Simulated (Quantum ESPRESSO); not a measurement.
# MnS (Rambergite): the choice of functional, part 2 of 3

How much do the magnetic results of MnS (Rambergite) hang on the functional?

Quantum ESPRESSO 7.5; LDA with U = 4 eV on Mn d (ortho-atomic projectors); plane waves with GBRV 1.5 LDA potentials, no spin-orbit coupling (settings of the first rung).

So far, absolute magnetization (μB): step 2 (rung 1, start ferro ++, LDA GBRV, Quantum ESPRESSO) 10; step 4 (rung 2, start ferro ++, PBEsol GBRV, Quantum ESPRESSO) 10.

The database entry behind the starting cell differs from later determinations by our own check (about 0.3 % short against later determinations), so it need not match the best structure at ambient conditions.

**6. Rung 3, start ferro ++**

Level of this step: PBE with U = 4 eV on Mn d (ortho-atomic projectors); plane waves with GBRV 1.5 PBE potentials, no spin-orbit coupling (Quantum ESPRESSO).

Input file pw.in:

```
&CONTROL
  calculation = 'scf'
  prefix = 'pwscf'
  outdir = './tmp'
  pseudo_dir = './pseudo'
  disk_io = 'nowf'
/
&SYSTEM
  ibrav = 0
  nat = 4
  ntyp = 2
  ecutwfc = 40
  ecutrho = 280
  nbnd = 34
  occupations = 'smearing'
  smearing = 'fd'
  degauss = 0.00734986
  nspin = 2
  starting_magnetization(1) = 0.3
  starting_magnetization(2) = 0
/
&ELECTRONS
  conv_thr = 8d-09
  electron_maxstep = 150
  mixing_beta = 0.3
/
ATOMIC_SPECIES
Mn     54.9380 mn_pbe_v1.5.uspp.F.UPF
S      32.0600 s_pbe_v1.4.uspp.F.UPF
CELL_PARAMETERS angstrom
   3.9760000000    0.0000000000    0.0000000000
  -1.9880000000    3.4433170054    0.0000000000
   0.0000000000    0.0000000000    6.4320000000
ATOMIC_POSITIONS crystal
Mn      0.3333333333    0.6666666667    0.0000000000
Mn      0.6666666667    0.3333333333    0.5000000000
S       0.3333333333    0.6666666667    0.3850000000
S       0.6666666667    0.3333333333    0.8850000000
K_POINTS automatic
6 6 6 0 0 0
HUBBARD {ortho-atomic}
U Mn-3d 4.0000
```

Run with:

```sh
> OMP_NUM_THREADS=1 mpirun -n 2 pw.x -nk 2 -in pw.in > pw.out
```

The program printed:

```text
     [... lines left out ...]
Program PWSCF v.7.5 starts
     [... lines left out ...]
     number of atoms/cell      =            4
     [... lines left out ...]
     number of electrons       =        42.00
     number of Kohn-Sham states=           34
     kinetic-energy cutoff     =      40.0000  Ry
     charge density cutoff     =     280.0000  Ry
     scf convergence threshold =      8.0E-09
     [... lines left out ...]
     12 Sym. Ops. (no inversion) found ( 6 have fractional translation)
     [... lines left out ...]
     number of k points=    28  Fermi-Dirac smearing, width (Ry)=  0.0073
     [... lines left out ...]
     iteration # 11     ecut=    40.00 Ry     beta= 0.30
     [... lines left out ...]
     Magnetic moment per site  (integrated on atomic sphere of radius R)
     atom   1 (R=0.250)  charge= 12.8812  magn=  4.3559
     atom   2 (R=0.250)  charge= 12.8812  magn=  4.3559
     atom   3 (R=0.250)  charge=  4.2149  magn=  0.0494
     atom   4 (R=0.250)  charge=  4.2149  magn=  0.0494
     [... lines left out ...]
     Tr[ns(  1)] (up, down, total) =   4.95820  0.26086  5.21907
     [... lines left out ...]
     Tr[ns(  2)] (up, down, total) =   4.95820  0.26086  5.21907
     [... lines left out ...]
     the Fermi energy is     7.8690 ev
!    total energy              =    -470.65749036 Ry
     estimated scf accuracy    <          4.0E-09 Ry
     smearing contrib. (-TS)   =      -0.00000237 Ry
     [... lines left out ...]
     total magnetization       =    10.00 Bohr mag/cell
     absolute magnetization    =    10.00 Bohr mag/cell
     convergence has been achieved in  11 iterations
```

Run time: 47 s. Hardware: 2 MPI ranks of Intel Xeon 6975P-C (Granite Rapids), shared host; peak memory 0.34 GiB; 93 s of CPU time.

This step gave:

```
magnetization  : 10 μB
final state    : ferromagnetic
largest moment : 4.356 μB
```

**7. Rung 3, start antiferro +-**

Input file pw.in:

```
&CONTROL
  calculation = 'scf'
  prefix = 'pwscf'
  outdir = './tmp'
  pseudo_dir = './pseudo'
  disk_io = 'nowf'
/
&SYSTEM
  ibrav = 0
  nat = 4
  ntyp = 3
  ecutwfc = 40
  ecutrho = 280
  nbnd = 30
  occupations = 'smearing'
  smearing = 'fd'
  degauss = 0.00734986
  nspin = 2
  starting_magnetization(1) = 0.3
  starting_magnetization(2) = -0.3
  starting_magnetization(3) = 0
/
&ELECTRONS
  conv_thr = 8d-09
  electron_maxstep = 150
  mixing_beta = 0.3
/
ATOMIC_SPECIES
Mn1    54.9380 mn_pbe_v1.5.uspp.F.UPF
Mn2    54.9380 mn_pbe_v1.5.uspp.F.UPF
S      32.0600 s_pbe_v1.4.uspp.F.UPF
CELL_PARAMETERS angstrom
   3.9760000000    0.0000000000    0.0000000000
  -1.9880000000    3.4433170054    0.0000000000
   0.0000000000    0.0000000000    6.4320000000
ATOMIC_POSITIONS crystal
Mn1     0.3333333333    0.6666666667    0.0000000000
Mn2     0.6666666667    0.3333333333    0.5000000000
S       0.3333333333    0.6666666667    0.3850000000
S       0.6666666667    0.3333333333    0.8850000000
K_POINTS automatic
6 6 6 0 0 0
HUBBARD {ortho-atomic}
U Mn1-3d 4.0000
U Mn2-3d 4.0000
```

The program printed:

```text
     [... lines left out ...]
Program PWSCF v.7.5 starts
     [... lines left out ...]
     number of atoms/cell      =            4
     [... lines left out ...]
     number of electrons       =        42.00
     number of Kohn-Sham states=           30
     kinetic-energy cutoff     =      40.0000  Ry
     charge density cutoff     =     280.0000  Ry
     scf convergence threshold =      8.0E-09
     [... lines left out ...]
      6 Sym. Ops. (no inversion) found
     [... lines left out ...]
     number of k points=    34  Fermi-Dirac smearing, width (Ry)=  0.0073
     [... lines left out ...]
     iteration # 13     ecut=    40.00 Ry     beta= 0.30
     [... lines left out ...]
     Magnetic moment per site  (integrated on atomic sphere of radius R)
     atom   1 (R=0.250)  charge= 12.8854  magn=  4.3132
     atom   2 (R=0.250)  charge= 12.8854  magn= -4.3132
     atom   3 (R=0.250)  charge=  4.2108  magn= -0.0182
     atom   4 (R=0.250)  charge=  4.2108  magn=  0.0182
     [... lines left out ...]
     Tr[ns(  1)] (up, down, total) =   4.95253  0.28839  5.24092
     [... lines left out ...]
     Tr[ns(  2)] (up, down, total) =   0.28839  4.95253  5.24092
     [... lines left out ...]
     the Fermi energy is     7.7769 ev
!    total energy              =    -470.66581298 Ry
     estimated scf accuracy    <          1.0E-10 Ry
     smearing contrib. (-TS)   =      -0.00000017 Ry
     [... lines left out ...]
     total magnetization       =     0.00 Bohr mag/cell
     absolute magnetization    =     9.75 Bohr mag/cell
     convergence has been achieved in  13 iterations
```

It took 64 s on 2 MPI ranks; peak memory 0.43 GiB; 2.1 min of CPU time.

This step gave:

* magnetization: 0 μB
* final state: antiferromagnetic
* largest moment: 4.313 μB

**8. Rung 4, start ferro ++**

Input file pw.in:

```
&CONTROL
  calculation = 'scf'
  prefix = 'pwscf'
  outdir = './tmp'
  pseudo_dir = './pseudo'
  disk_io = 'nowf'
/
&SYSTEM
  ibrav = 0
  nat = 4
  ntyp = 2
  ecutwfc = 40
  ecutrho = 280
  nbnd = 34
  input_dft = 'wc'
  occupations = 'smearing'
  smearing = 'fd'
  degauss = 0.00734986
  nspin = 2
  starting_magnetization(1) = 0.3
  starting_magnetization(2) = 0
/
&ELECTRONS
  conv_thr = 8d-09
  electron_maxstep = 150
  mixing_beta = 0.3
/
ATOMIC_SPECIES
Mn     54.9380 mn_pbe_v1.5.uspp.F.UPF
S      32.0600 s_pbe_v1.4.uspp.F.UPF
CELL_PARAMETERS angstrom
   3.9760000000    0.0000000000    0.0000000000
  -1.9880000000    3.4433170054    0.0000000000
   0.0000000000    0.0000000000    6.4320000000
ATOMIC_POSITIONS crystal
Mn      0.3333333333    0.6666666667    0.0000000000
Mn      0.6666666667    0.3333333333    0.5000000000
S       0.3333333333    0.6666666667    0.3850000000
S       0.6666666667    0.3333333333    0.8850000000
K_POINTS automatic
6 6 6 0 0 0
HUBBARD {ortho-atomic}
U Mn-3d 4.0000
```

The program printed:

```text
     [... lines left out ...]
Program PWSCF v.7.5 starts
     [... lines left out ...]
     number of atoms/cell      =            4
     [... lines left out ...]
     number of electrons       =        42.00
     number of Kohn-Sham states=           34
     kinetic-energy cutoff     =      40.0000  Ry
     charge density cutoff     =     280.0000  Ry
     scf convergence threshold =      8.0E-09
     [... lines left out ...]
     12 Sym. Ops. (no inversion) found ( 6 have fractional translation)
     [... lines left out ...]
     number of k points=    28  Fermi-Dirac smearing, width (Ry)=  0.0073
     [... lines left out ...]
     iteration # 12     ecut=    40.00 Ry     beta= 0.30
     [... lines left out ...]
     Magnetic moment per site  (integrated on atomic sphere of radius R)
     atom   1 (R=0.250)  charge= 12.8773  magn=  4.3499
     atom   2 (R=0.250)  charge= 12.8773  magn=  4.3499
     atom   3 (R=0.250)  charge=  4.1936  magn=  0.0434
     atom   4 (R=0.250)  charge=  4.1936  magn=  0.0434
     [... lines left out ...]
     Tr[ns(  1)] (up, down, total) =   4.95606  0.26198  5.21804
     [... lines left out ...]
     Tr[ns(  2)] (up, down, total) =   4.95606  0.26198  5.21804
     [... lines left out ...]
     the Fermi energy is     7.6989 ev
!    total energy              =    -470.27523050 Ry
     estimated scf accuracy    <          1.3E-09 Ry
     smearing contrib. (-TS)   =      -0.00000399 Ry
     [... lines left out ...]
     total magnetization       =    10.00 Bohr mag/cell
     absolute magnetization    =    10.00 Bohr mag/cell
     convergence has been achieved in  12 iterations
```

Elapsed: 52 s, on 2 MPI ranks; peak memory 0.41 GiB.

Read from the output:

| Item | Value |
| --- | --- |
| magnetization | 10 μB |
| final state | ferromagnetic |
| largest moment | 4.350 μB |

**9. Rung 4, start antiferro +-**

Input file pw.in:

```
&CONTROL
  calculation = 'scf'
  prefix = 'pwscf'
  outdir = './tmp'
  pseudo_dir = './pseudo'
  disk_io = 'nowf'
/
&SYSTEM
  ibrav = 0
  nat = 4
  ntyp = 3
  ecutwfc = 40
  ecutrho = 280
  nbnd = 30
  input_dft = 'wc'
  occupations = 'smearing'
  smearing = 'fd'
  degauss = 0.00734986
  nspin = 2
  starting_magnetization(1) = 0.3
  starting_magnetization(2) = -0.3
  starting_magnetization(3) = 0
/
&ELECTRONS
  conv_thr = 8d-09
  electron_maxstep = 150
  mixing_beta = 0.3
/
ATOMIC_SPECIES
Mn1    54.9380 mn_pbe_v1.5.uspp.F.UPF
Mn2    54.9380 mn_pbe_v1.5.uspp.F.UPF
S      32.0600 s_pbe_v1.4.uspp.F.UPF
CELL_PARAMETERS angstrom
   3.9760000000    0.0000000000    0.0000000000
  -1.9880000000    3.4433170054    0.0000000000
   0.0000000000    0.0000000000    6.4320000000
ATOMIC_POSITIONS crystal
Mn1     0.3333333333    0.6666666667    0.0000000000
Mn2     0.6666666667    0.3333333333    0.5000000000
S       0.3333333333    0.6666666667    0.3850000000
S       0.6666666667    0.3333333333    0.8850000000
K_POINTS automatic
6 6 6 0 0 0
HUBBARD {ortho-atomic}
U Mn1-3d 4.0000
U Mn2-3d 4.0000
```

The program printed:

```text
     [... lines left out ...]
Program PWSCF v.7.5 starts
     [... lines left out ...]
     number of atoms/cell      =            4
     [... lines left out ...]
     number of electrons       =        42.00
     number of Kohn-Sham states=           30
     kinetic-energy cutoff     =      40.0000  Ry
     charge density cutoff     =     280.0000  Ry
     scf convergence threshold =      8.0E-09
     [... lines left out ...]
      6 Sym. Ops. (no inversion) found
     [... lines left out ...]
     number of k points=    34  Fermi-Dirac smearing, width (Ry)=  0.0073
     [... lines left out ...]
     iteration # 14     ecut=    40.00 Ry     beta= 0.30
     [... lines left out ...]
     Magnetic moment per site  (integrated on atomic sphere of radius R)
     atom   1 (R=0.250)  charge= 12.8814  magn=  4.3072
     atom   2 (R=0.250)  charge= 12.8814  magn= -4.3072
     atom   3 (R=0.250)  charge=  4.1896  magn= -0.0159
     atom   4 (R=0.250)  charge=  4.1896  magn=  0.0159
     [... lines left out ...]
     Tr[ns(  1)] (up, down, total) =   4.95038  0.28927  5.23965
     [... lines left out ...]
     Tr[ns(  2)] (up, down, total) =   0.28927  4.95038  5.23965
     [... lines left out ...]
     the Fermi energy is     7.6219 ev
!    total energy              =    -470.28295255 Ry
     estimated scf accuracy    <          1.5E-10 Ry
     smearing contrib. (-TS)   =      -0.00000026 Ry
     [... lines left out ...]
     total magnetization       =     0.00 Bohr mag/cell
     absolute magnetization    =     9.77 Bohr mag/cell
     convergence has been achieved in  14 iterations
```

It took 68 s on 2 MPI ranks; peak memory 0.43 GiB.

This step gave:

```
magnetization  : 0 μB
final state    : antiferromagnetic
largest moment : 4.307 μB
```

**10. Rung 5, start ferro ++**

Input file pw.in:

```
&CONTROL
  calculation = 'scf'
  prefix = 'pwscf'
  outdir = './tmp'
  pseudo_dir = './pseudo'
  disk_io = 'nowf'
/
&SYSTEM
  ibrav = 0
  nat = 4
  ntyp = 2
  ecutwfc = 40
  ecutrho = 280
  nbnd = 34
  input_dft = 'revpbe'
  occupations = 'smearing'
  smearing = 'fd'
  degauss = 0.00734986
  nspin = 2
  starting_magnetization(1) = 0.3
  starting_magnetization(2) = 0
/
&ELECTRONS
  conv_thr = 8d-09
  electron_maxstep = 150
  mixing_beta = 0.3
/
ATOMIC_SPECIES
Mn     54.9380 mn_pbe_v1.5.uspp.F.UPF
S      32.0600 s_pbe_v1.4.uspp.F.UPF
CELL_PARAMETERS angstrom
   3.9760000000    0.0000000000    0.0000000000
  -1.9880000000    3.4433170054    0.0000000000
   0.0000000000    0.0000000000    6.4320000000
ATOMIC_POSITIONS crystal
Mn      0.3333333333    0.6666666667    0.0000000000
Mn      0.6666666667    0.3333333333    0.5000000000
S       0.3333333333    0.6666666667    0.3850000000
S       0.6666666667    0.3333333333    0.8850000000
K_POINTS automatic
6 6 6 0 0 0
HUBBARD {ortho-atomic}
U Mn-3d 4.0000
```

The program printed:

```text
     [... lines left out ...]
Program PWSCF v.7.5 starts
     [... lines left out ...]
     number of atoms/cell      =            4
     [... lines left out ...]
     number of electrons       =        42.00
     number of Kohn-Sham states=           34
     kinetic-energy cutoff     =      40.0000  Ry
     charge density cutoff     =     280.0000  Ry
     scf convergence threshold =      8.0E-09
     [... lines left out ...]
     12 Sym. Ops. (no inversion) found ( 6 have fractional translation)
     [... lines left out ...]
     number of k points=    28  Fermi-Dirac smearing, width (Ry)=  0.0073
     [... lines left out ...]
     iteration # 11     ecut=    40.00 Ry     beta= 0.30
     [... lines left out ...]
     Magnetic moment per site  (integrated on atomic sphere of radius R)
     atom   1 (R=0.250)  charge= 12.8798  magn=  4.3645
     atom   2 (R=0.250)  charge= 12.8798  magn=  4.3645
     atom   3 (R=0.250)  charge=  4.2291  magn=  0.0415
     atom   4 (R=0.250)  charge=  4.2291  magn=  0.0415
     [... lines left out ...]
     Tr[ns(  1)] (up, down, total) =   4.95939  0.25733  5.21672
     [... lines left out ...]
     Tr[ns(  2)] (up, down, total) =   4.95939  0.25733  5.21672
     [... lines left out ...]
     the Fermi energy is     7.9955 ev
!    total energy              =    -470.80571961 Ry
     estimated scf accuracy    <          1.1E-09 Ry
     smearing contrib. (-TS)   =      -0.00000139 Ry
     [... lines left out ...]
     total magnetization       =    10.00 Bohr mag/cell
     absolute magnetization    =    10.00 Bohr mag/cell
     convergence has been achieved in  11 iterations
```

The job ended after 49 s (2 MPI ranks; peak memory 0.31 GiB).

Read from the output:

| Item | Value |
| --- | --- |
| magnetization | 10 μB |
| final state | ferromagnetic |
| largest moment | 4.364 μB |

**11. Rung 5, start antiferro +-**

Input file pw.in:

```
&CONTROL
  calculation = 'scf'
  prefix = 'pwscf'
  outdir = './tmp'
  pseudo_dir = './pseudo'
  disk_io = 'nowf'
/
&SYSTEM
  ibrav = 0
  nat = 4
  ntyp = 3
  ecutwfc = 40
  ecutrho = 280
  nbnd = 30
  input_dft = 'revpbe'
  occupations = 'smearing'
  smearing = 'fd'
  degauss = 0.00734986
  nspin = 2
  starting_magnetization(1) = 0.3
  starting_magnetization(2) = -0.3
  starting_magnetization(3) = 0
/
&ELECTRONS
  conv_thr = 8d-09
  electron_maxstep = 150
  mixing_beta = 0.3
/
ATOMIC_SPECIES
Mn1    54.9380 mn_pbe_v1.5.uspp.F.UPF
Mn2    54.9380 mn_pbe_v1.5.uspp.F.UPF
S      32.0600 s_pbe_v1.4.uspp.F.UPF
CELL_PARAMETERS angstrom
   3.9760000000    0.0000000000    0.0000000000
  -1.9880000000    3.4433170054    0.0000000000
   0.0000000000    0.0000000000    6.4320000000
ATOMIC_POSITIONS crystal
Mn1     0.3333333333    0.6666666667    0.0000000000
Mn2     0.6666666667    0.3333333333    0.5000000000
S       0.3333333333    0.6666666667    0.3850000000
S       0.6666666667    0.3333333333    0.8850000000
K_POINTS automatic
6 6 6 0 0 0
HUBBARD {ortho-atomic}
U Mn1-3d 4.0000
U Mn2-3d 4.0000
```

The program printed:

```text
     [... lines left out ...]
Program PWSCF v.7.5 starts
     [... lines left out ...]
     number of atoms/cell      =            4
     [... lines left out ...]
     number of electrons       =        42.00
     number of Kohn-Sham states=           30
     kinetic-energy cutoff     =      40.0000  Ry
     charge density cutoff     =     280.0000  Ry
     scf convergence threshold =      8.0E-09
     [... lines left out ...]
      6 Sym. Ops. (no inversion) found
     [... lines left out ...]
     number of k points=    34  Fermi-Dirac smearing, width (Ry)=  0.0073
     [... lines left out ...]
     iteration # 14     ecut=    40.00 Ry     beta= 0.30
     [... lines left out ...]
     Magnetic moment per site  (integrated on atomic sphere of radius R)
     atom   1 (R=0.250)  charge= 12.8839  magn=  4.3237
     atom   2 (R=0.250)  charge= 12.8839  magn= -4.3237
     atom   3 (R=0.250)  charge=  4.2252  magn= -0.0142
     atom   4 (R=0.250)  charge=  4.2252  magn=  0.0142
     [... lines left out ...]
     Tr[ns(  1)] (up, down, total) =   4.95413  0.28368  5.23781
     [... lines left out ...]
     Tr[ns(  2)] (up, down, total) =   0.28368  4.95413  5.23781
     [... lines left out ...]
     the Fermi energy is     7.9055 ev
!    total energy              =    -470.81360618 Ry
     estimated scf accuracy    <          3.8E-10 Ry
     smearing contrib. (-TS)   =      -0.00000010 Ry
     [... lines left out ...]
     total magnetization       =    -0.00 Bohr mag/cell
     absolute magnetization    =     9.78 Bohr mag/cell
     convergence has been achieved in  14 iterations
```

It took 71 s on 2 MPI ranks; peak memory 0.43 GiB; 2.3 min of CPU time.

Read from the output:

* magnetization: 0 μB
* final state: antiferromagnetic
* largest moment: 4.324 μB

(Continued in part 3 of 3.)

[Logs and program files are shortened in this print: banners, set-up blocks, solver, clock and traceback lines can be left out without a mark of their own.]

[Logs are printed without paths, hosts, clocks, repeated set-up lines and the standing remarks that a program may print on its own settings, such as how far it seeks lower states.]

[Hosts, paths, dates, database ids (printed as entryN), source tags and the programs' standing remarks are cut or masked in the printed files.]

[Where a cell is said to come from a database of computed structures, the database is the Materials Project.]
